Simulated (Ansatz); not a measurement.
**SnSe2: a single-point run**

Wanted: a converged single-point run for SnSe2, and a check of what comes out. The structure is shown as the input types it. The cell is built on a prototype (3R-MoS2 type) and needn't be the phase found in nature.

Method: density functional or hybrid calculation with the settings of its input, plane waves (as first typed), in Ansatz 0.2.0.

3 further runs of the same task are left out: 1 for a known fault of the program, 2 that didn't finish.

## Step 1: The starting structure

It takes space group R3m (No. 160, trigonal). The conventional cell has a = 3.790 Å, b = 3.790 Å, c = 18.081 Å, α = 90.00°, β = 90.00°, γ = 120.00°. Sn (site symmetry 3m) has 6 Se at 2.77 to 2.78 Å as nearest neighbours. Se (site symmetry 3m) has 3 Sn at 2.78 Å as nearest neighbours. Se (site symmetry 3m) has 3 Sn at 2.77 Å as nearest neighbours.

As a file:

```cif
data_structure
_symmetry_space_group_name_H-M 'P 1'
_symmetry_Int_Tables_number 1
_cell_length_a 6.4118
_cell_length_b 6.4118
_cell_length_c 6.4118
_cell_angle_alpha 34.381
_cell_angle_beta 34.381
_cell_angle_gamma 34.381
_cell_volume 74.97
loop_
_atom_site_label
_atom_site_type_symbol
_atom_site_fract_x
_atom_site_fract_y
_atom_site_fract_z
_atom_site_occupancy
Sn1 Sn 0.99977 0.99977 0.99977 1
Se1 Se 0.42787 0.42787 0.42787 1
Se2 Se 0.23902 0.23902 0.23902 1
```

## Step 2: Input and run

Contents of input.yaml:

```yaml
crystal:
  lattice:
    - [1.8950116506, 1.0940854866, 6.0269119705]
    - [-1.8950116506, 1.0940854866, 6.0269119705]
    - [0.0, -2.1881709732, 6.0269119705]
  atoms:
    - { symbol: Sn, position: [-0.0002292479, -0.0002292479, -0.0002292479] }
    - { symbol: Se, position: [0.427874702, 0.427874702, 0.427874702] }
    - { symbol: Se, position: [0.2390212128, 0.2390212128, 0.2390212128] }
kpoints:
  mp_grid: { grid: [6, 6, 6] }
hamiltonian:
  xc: pbe
scf:
  occupations: { method: fermi_dirac, width: 0.02 }
  n_extra_bands: 4
  max_iter: 56
output:
  forces: true
  stress: true
  eigenvalues: true
basis:
  ecutrho_ratio: 1
```

Started as:

```bash
ansatz run input.yaml --threads 4 --pin off --max-ram 3686MiB --backend cpu --events-out ev --progress --plain --runs-dir out
```

**Question.** How will this run end, and is anything wrong with its input?

The program finished normally, with warnings (cutoff below recommended). Its log warns: «basis.ecutrho_ratio = 1 (ecutrho = 420 eV) is below the records' recommended 1680 eV»

In the input, basis.ecutrho_ratio is 1. The density grid can't hold the products of the orbitals.

Run again and compare: delete basis.ecutrho_ratio (the default then holds).
